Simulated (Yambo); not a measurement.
# SiC (Moissanite 3C) (F-43m) in Yambo: further runs

Runs on SiC (Moissanite 3C). Level: PBEsol. Tasks: G0W0 quasiparticle levels, Hartree-Fock levels, optical spectrum.

Program: Yambo 5.3.0. These are calculated values, not measurements. Logs are shortened: lines on timing, memory, paths and dates and some standing lists are left out, and cuts for length are marked.

**The experiment to reproduce.**

From “Insight into the structural, elastic and electronic properties of a new orthorhombic 6O-SiC polytype”, 2020, pmc:7200658, for a bulk crystal of SiC: band gap 2.4 eV (indirect).

How close the calculation comes is told below.

### Step 1. The crystal as given

The structure is cubic, space group F-43m (No. 216). The conventional cell has a = 4.358 Å, b = 4.358 Å, c = 4.358 Å, α = 90.00°, β = 90.00°, γ = 90.00°. Si (site symmetry -43m) has 4 C at 1.89 Å as nearest neighbours. C (site symmetry -43m) is surrounded by 4 Si at 1.89 Å.

### Step 2. G0W0 quasiparticle levels, PBEsol

File g0w00.in:

```
gw0
dyson
el_el_corr
rim_cut
HF_and_locXC
ppa
em1d
RandQpts= 1000000
RandGvec= 50 RL
EXXRLvcs= 82 Ry
VXCRLvcs= 82 Ry
Chimod= "HARTREE"
% BndsRnXp
 1 | 154 |
%
NGsBlkXp= 12 Ry
% LongDrXp
 1 | 1 | 1 |
%
PPAPntXp= 27.21138 eV
% GbndRnge
 1 | 154 |
%
GTermKind= "BG"
DysSolver= "n"
ExtendOut
% QPkrange
 1 | 1 | 2 | 5 |
 13 | 13 | 2 | 5 |
%
```

File scf.in:

```
&CONTROL
  calculation = 'scf'
  prefix = 'pwscf'
  outdir = './tmp'
  pseudo_dir = './pseudo'
/
&SYSTEM
  ibrav = 0
  nat = 2
  ntyp = 2
  ecutwfc = 82
  nbnd = 9
  occupations = 'smearing'
  smearing = 'fd'
  degauss = 0.00367493
  force_symmorphic = .true.
/
&ELECTRONS
  conv_thr = 4d-10
  electron_maxstep = 120
  mixing_beta = 0.5
/
ATOMIC_SPECIES
Si    28.0850 Si.upf
C     12.0110 C.upf
CELL_PARAMETERS angstrom
   0.0000000000    2.1790000000    2.1790000000
   2.1790000000    0.0000000000    2.1790000000
   2.1790000000    2.1790000000    0.0000000000
ATOMIC_POSITIONS crystal
Si     0.0000000000    0.0000000000    0.0000000000
C      0.7500000000    0.7500000000    0.7500000000
K_POINTS automatic
10 10 10 0 0 0
```

File nscf.in:

```
&CONTROL
  calculation = 'nscf'
  prefix = 'pwscf'
  outdir = './tmp'
  pseudo_dir = './pseudo'
/
&SYSTEM
  ibrav = 0
  nat = 2
  ntyp = 2
  ecutwfc = 82
  nbnd = 154
  occupations = 'fixed'
  force_symmorphic = .true.
/
&ELECTRONS
  conv_thr = 1d-08
  diago_full_acc = .true.
  diago_thr_init = 1d-06
/
ATOMIC_SPECIES
Si    28.0850 Si.upf
C     12.0110 C.upf
CELL_PARAMETERS angstrom
   0.0000000000    2.1790000000    2.1790000000
   2.1790000000    0.0000000000    2.1790000000
   2.1790000000    2.1790000000    0.0000000000
ATOMIC_POSITIONS crystal
Si     0.0000000000    0.0000000000    0.0000000000
C      0.7500000000    0.7500000000    0.7500000000
K_POINTS automatic
6 6 6 0 0 0
```

Potentials or basis: PseudoDojo 0.4.1 SR PBEsol standard.

Launch:

```console
> OMP_NUM_THREADS=1 pw.x -in scf.in > scf.out
> OMP_NUM_THREADS=1 pw.x -in nscf.in > nscf.out
> cd tmp/pwscf.save; p2y; mv SAVE ../..; cd ../..
> OMP_NUM_THREADS=1 yambo
> OMP_NUM_THREADS=1 yambo -F g0w00.in -J g0w00 -C g0w00_out
```

Yambo's report:

```text
[... sections 02.01 to 02.04 as in the set-up run ...]

  [02.05] Energies & Occupations
  ==============================

  [X] === General ===
  [X] Electronic Temperature                        :  0.000000  0.000000 [eV K]
  [X] Bosonic    Temperature                        :  0.000000  0.000000 [eV K]
  [X] Finite Temperature mode                       : no
  [X] El. density                                   :  0.38662E+24 [cm-3]
  [X] Fermi Level                                   :  9.438477 [eV]

  [X] === Gaps and Widths ===
  [X] Conduction Band Min                           :  1.240413 [eV]
  [X] Valence Band Max                              :  0.000000 [eV]
  [X] Filled Bands                                  :   4
  [X] Empty Bands                                   :    5  154
  [X] Direct Gap                                    :  4.458021 [eV]
  [X] Direct Gap localized at k                     :  13
  [X] Indirect Gap                                  :  1.240413 [eV]
  [X] Indirect Gap between kpts                     :   1  13
  [X] Last valence band width                       :  4.443138 [eV]
  [X] 1st conduction band width                     :  5.713755 [eV]

 [03] Transferred momenta grid and indexing
 ==========================================

 IBZ Q-points                                      :  16
 BZ  Q-points                                      :  216

 K/Q-points units:
 rlu = crystal or reduced units; cc = cartesian coordinates; iku = interal k-units

 Q [ 1]         [rlu]:  0.000000  0.000000  0.000000
 Q [ 2]         [rlu]:  0.16734E-16  0.16734E-16  0.16667
 Q [ 3]         [rlu]:  0.33468E-16  0.33468E-16  0.33333
 Q [ 4]         [rlu]:  0.17304E-16  0.17304E-16 -0.50000
 Q [ 5]         [rlu]:  0.19763E-16  0.16667      0.16667
 Q [ 6]         [rlu]:  0.28560E-17  0.16667      0.33333
 Q [ 7]         [rlu]: -0.47957E-17  0.16667      0.50000
 Q [ 8]         [rlu]: -0.19076E-16  0.16667     -0.33333
 Q [ 9]         [rlu]: -0.57120E-17  0.16667     -0.16667
 Q [10]         [rlu]:  0.31459E-17  0.33333      0.33333
 Q [11]         [rlu]:  0.39235E-16  0.33333      0.50000
 Q [12]         [rlu]:  0.78583E-16  0.33333     -0.33333
 Q [13]         [rlu]: -0.47188E-17 -0.50000     -0.50000
 Q [14]         [rlu]:  0.166667  0.333333  0.500000
 Q [15]         [rlu]:  0.166667  0.333333 -0.333333
 Q [16]         [rlu]:  0.166667 -0.500000 -0.333333

 [04] Coloumb potential Random Integration (RIM)
 ===============================================

  [04.01] RIM initialization
  ==========================

  * Diagonal components only detected *

  8 x (sBL volume)        :  0.065793 [a.u.]
  sBZ random points       :  1000000
  Points outside the sBZ  :   7968281
  RL volume               :  1.776402 [a.u.]
  Integrated volume       :  1.783474 [a.u.]

  [04.02] RIM integrals
  =====================

  Gamma point sphere radius             :  0.073228 [a.u.]
  Points outside the sphere             :   800476
  [Int_sBZ(q=0) 1/q^2]*(Vol_sBZ)^(-1/3) =:  7.776341
                                 should be <:  7.795600
  [WR./g0w00//ndb.RIM]------------------------------------------------------------
   Brillouin Zone Q/K grids (IBZ/BZ)                :   16  216   16  216
   Coulomb cutoff potential                         : none
   Coulombian RL components                         :   51
   Coulombian diagonal components                   : yes
   RIM random points                                :  1000000
   RIM  RL volume             [a.u.]                :  1.783474
   Real RL volume             [a.u.]                :  1.776402
   Eps^-1 reference component                       : 0
   Eps^-1 components                                :  0.000000  0.000000  0.000000
   RIM anysotropy factor                            :  0.000000

  Summary of Coulomb integrals for non-metallic bands |Q|[au] RIM/Bare

  Q [1] 0.100000E-4 0.997530 * Q [2] 0.220244 1.068480
  Q [5] 0.254315 1.066792 * Q [9] 0.359656 1.029814
  Q [6] 0.421734 1.022655 * Q [3] 0.440487 1.020326
  Q [10] 0.508631 1.016896 * Q [8] 0.554267 1.014579
  Q [14] 0.568666 1.014068 * Q [7] 0.622943 1.012146
  Q [11] 0.660731 1.011334 * Q [4] 0.660731 1.011454
  Q [12] 0.719312 1.010226 * Q [15] 0.752275 1.009797
  Q [13] 0.762946 1.009889 * Q [16] 0.804216 1.009311
[... 69 lines left out ...]
 [X-CG] R(p) Tot o/o(of R):   13984  129600     100
 [X-CG] R(p) Tot o/o(of R):   39929  129600     100
 [X-CG] R(p) Tot o/o(of R):   39015  129600     100
 [X-CG] R(p) Tot o/o(of R):   31531  129600     100

 [07] Local Exchange-Correlation + Non-Local Fock
 ================================================

 [VXC] Plane waves :  1837
 [EXS] Plane waves :  1837

 QP @ state[ 1 ] K range:  1  1
 QP @ state[ 1 ] b range:   2   5
 QP @ state[ 2 ] K range:  13  13
 QP @ state[ 2 ] b range:   2   5

 [xc] Functional : Perdew, Burke & Ernzerhof SOL(X)+Perdew, Burke & Ernzerhof SOL(C)
 [xc] LIBXC used to calculate xc functional
  PP Number of Atomic Species                      :  2
  NLCC RL compoments                               :  14067
  PP Number of Atomic Species                      :  2
  NLCC RL compoments                               :  14067
 [WR./g0w00//ndb.HF_and_locXC]---------------------------------------------------
  Brillouin Zone Q/K grids (IBZ/BZ)                :   16  216   16  216
  RL vectors                                       :  2397 [WF]
  Fragmentation                                    : no
  Electronic Temperature                           :  0.000000 [K]
  Bosonic    Temperature                           :  0.000000 [K]
  Green`s function   wavefunctions                 : Perdew, Burke & Ernzerhof SOL(X)+Perdew, Burke & Ernzerhof SOL(C)
  Total number of QP states                        :   8
  Exchange RL vectors                              :  1837
  Exchange summation bands                         :   4
  RIM RL components                                :   51
  RIM random points                                :  1000000

 [xc] E_xc :  -3.021152 [Ha]
      E_xc :  -6.042304 [Ry]

  Local XC kind (lXC) : Perdew, Burke & Ernzerhof SOL(X)+Perdew, Burke & Ernzerhof SOL(C)
  Non-Local XC kind (nlXC) : Hartree-Fock

  Corrections @ K [1] :  [eV]
 <2|nlXC|2> = -17.49061 -0.18700E-17 <2|lXC|2> = -14.79096 -0.37763E-15
 <3|nlXC|3> = -17.49061  0.75912E-17 <3|lXC|3> = -14.79096 -0.10907E-20
 <4|nlXC|4> = -17.49061 -0.71868E-18 <4|lXC|4> = -14.79096 -0.18884E-15
 <5|nlXC|5> = -7.617164  0.13814E-17 <5|lXC|5> = -13.21336  0.18882E-15

  Corrections @ K [13] :  [eV]
 <2|nlXC|2> = -18.18022 -0.99074E-17 <2|lXC|2> = -12.52578  0.47189E-16
 <3|nlXC|3> = -17.37777 -0.37824E-17 <3|lXC|3> = -13.48918 -0.35424E-16
 <4|nlXC|4> = -17.37776 -0.16639E-17 <4|lXC|4> = -13.48918  0.47208E-16
 <5|nlXC|5> = -6.513096 -0.13309E-17 <5|lXC|5> = -10.65890 -0.17702E-16

 [08] Dyson equation: Newton solver
 ==================================

 [WARNING] Response block size in GW reduced to 137     RL (6985    mHa)

  [08.01] G0W0 (W PPA)
  ====================

  [  GW  ] Bands range     :    1  154
  [GW/PPA] G damping       :  0.100000 [eV]

  QP @ state[ 1 ] K range:  1  1
  QP @ state[ 1 ] b range:   2   5
  QP @ state[ 2 ] K range:  13  13
  QP @ state[ 2 ] b range:   2   5
[... 51 lines left out ...]
   :: Time ordering fails/rest    :  0.499389
   :: Mean rel dev of PP cond     :  0.172181
   Current Q-pt index             :  14
   :: PP condition fails/total    :  0.188076
   :: Time ordering fails/rest    :  0.499967
   :: Mean rel dev of PP cond     :  0.188059
   Current Q-pt index             :  15
   :: PP condition fails/total    :  0.183920
   :: Time ordering fails/rest    :  0.499510
   :: Mean rel dev of PP cond     :  0.183904
   Current Q-pt index             :  16
   :: PP condition fails/total    :  0.179125
   :: Time ordering fails/rest    :  0.500097
   :: Mean rel dev of PP cond     :  0.179108

  [08.02] QP properties and I/O
  =============================

  Legend (energies in eV)
  - B  : Band       - Eo  : bare energy
  - E  : QP energy  - Z   : Renormalization factor
  - So : Sc(Eo)     - S   : Sc(E)
  - dSp: Sc derivative precision

  - lXC: Local XC (Perdew, Burke & Ernzerhof SOL(X)+Perdew, Burke & Ernzerhof SOL(C))
  -nlXC: non-Local XC (Hartree-Fock)

  QP [eV] @ K [1] (iku):  0.000000  0.000000  0.000000
   B=2 Eo= -0.00 E= -0.80 E-Eo= -0.80 Re(Z)=0.80 Im(Z)=-0.112443E-2 nlXC= -17.4906 lXC= -14.7910 So=  1.69385
   B=3 Eo= -0.00 E= -0.80 E-Eo= -0.80 Re(Z)=0.80 Im(Z)=-0.112443E-2 nlXC= -17.4906 lXC= -14.7910 So=  1.69223
   B=4 Eo=  0.00 E= -0.80 E-Eo= -0.80 Re(Z)=0.80 Im(Z)=-0.112444E-2 nlXC= -17.4906 lXC= -14.7910 So=  1.69620
   B=5 Eo=  6.17 E=  6.38 E-Eo=  0.20 Re(Z)=0.79 Im(Z)=-0.131187E-2 nlXC= -7.61716 lXC= -13.2134 So= -5.33804

  QP [eV] @ K [13] (iku): -0.500000  0.000000  0.000000
   B=2 Eo= -7.84 E= -8.94 E-Eo= -1.10 Re(Z)=0.72 Im(Z)=  0.04008 nlXC=-18.18022 lXC=-12.52578 So=  4.12624
   B=3 Eo= -3.22 E= -4.26 E-Eo= -1.04 Re(Z)=0.79 Im(Z)=-0.127180E-2 nlXC= -17.3778 lXC= -13.4892 So=  2.56701
   B=4 Eo= -3.22 E= -4.26 E-Eo= -1.04 Re(Z)=0.79 Im(Z)=-0.127176E-2 nlXC= -17.3778 lXC= -13.4892 So=  2.56465
   B=5 Eo=  1.24 E=  1.39 E-Eo=  0.15 Re(Z)=0.82 Im(Z)=-0.102586E-2 nlXC= -6.51310 lXC= -10.6589 So= -3.96354

  [WR./g0w00//ndb.QP]-------------------------------------------------------------
   Lattice constants                                :  4.117713  4.117713  4.117713
   Coulomb cutoff potential                         : none
   Electronic Temperature                           :  0.000000 [K]
   Bosonic    Temperature                           :  0.000000 [K]
   Green`s function   energies                      : Perdew, Burke & Ernzerhof SOL(X)+Perdew, Burke & Ernzerhof SOL(C)
   wavefunctions                                    : Perdew, Burke & Ernzerhof SOL(X)+Perdew, Burke & Ernzerhof SOL(C)
   PPA    diel. fun.  energies                      : Perdew, Burke & Ernzerhof SOL(X)+Perdew, Burke & Ernzerhof SOL(C)
   wavefunctions                                    : Perdew, Burke & Ernzerhof SOL(X)+Perdew, Burke & Ernzerhof SOL(C)
   QP tot states                                    :   8
   GW solver                                        : Newton
   GW approximation                                 : PPA
   PPA imaginary Energy                             :  27.21138 ev
   RIM G`s                                          :   51
   RIM random pts                                   :  1000000
   dS/dw steps                                      :  2
   dS/dw step                                       :  0.100000 ev
   X G`s                                            :  137 used
   X G`s                                            :  137 disk
   X bands                                          :    1  154
   X poles                                          :  100.0000 o/o
   X e/h E range                                    : -1.000000 -1.000000 ev
   X Hxc Kernel                                     : HARTREE
   X BZ energy Double Grid                          : no
   X Optical Averaged directions                    : none
   Sc/G bands                                       :    1  154
   Sc/G damping                                     :  0.100000 ev
   Sc bands terminator                              : yes
   Sc terminator kind                               : BG
   Sc Terminator pole                               :  40.81708
   Sx RL components                                 :  1837

   QP @ state[ 1 ] K range                          :  1  1
   QP @ state[ 1 ] b range                          :   2   5
   QP @ state[ 2 ] K range                          :  13  13
   QP @ state[ 2 ] b range                          :   2   5
   GF energies kind                                 : Perdew, Burke & Ernzerhof SOL(X)+Perdew, Burke & Ernzerhof SOL(C)
   GF WF`s kind                                     : Perdew, Burke & Ernzerhof SOL(X)+Perdew, Burke & Ernzerhof SOL(C)
   Xs energies kind                                 : Perdew, Burke & Ernzerhof SOL(X)+Perdew, Burke & Ernzerhof SOL(C)
   Xs WF`s kind                                     : Perdew, Burke & Ernzerhof SOL(X)+Perdew, Burke & Ernzerhof SOL(C)
```

It took 9.2 min on 1 thread of Arm Neoverse V1, shared host; peak memory 0.54 GiB.

Results:

```
Band gap on the k mesh, mean-field level          : 1.24 eV, indirect (least direct gap 4.46 eV)
Quasiparticle gap                                 : 2.19 eV
Least direct quasiparticle gap                    : 5.65 eV
Quasiparticle gap at Γ                            : 7.18 eV
Band gap of the same states before the correction : 1.24 eV
```

Quasiparticle terms (eV):
```
                k point  band  Kohn-Sham level     Vxc      Σx     Σc     Z  result
  (0.000, 0.000, 0.000)     2             0.00  -14.79  -17.49   1.69  0.80   -0.80
  (0.000, 0.000, 0.000)     3             0.00  -14.79  -17.49   1.69  0.80   -0.80
  (0.000, 0.000, 0.000)     4             0.00  -14.79  -17.49   1.70  0.80   -0.80
  (0.000, 0.000, 0.000)     5             6.17  -13.21   -7.62  -5.34  0.79    6.38
(0.000, -0.500, -0.500)     2            -7.84  -12.53  -18.18   4.13  0.72   -8.94
(0.000, -0.500, -0.500)     3            -3.22  -13.49  -17.38   2.57  0.79   -4.26
(0.000, -0.500, -0.500)     4            -3.22  -13.49  -17.38   2.56  0.79   -4.26
(0.000, -0.500, -0.500)     5             1.24  -10.66   -6.51  -3.96  0.82    1.39
```

Caveat: this version prints the column dSc/dw multiplied by 27.2; the terminator is approximate in this version, by hundredths of an eV.

(Part 1 of 3 ends here.)
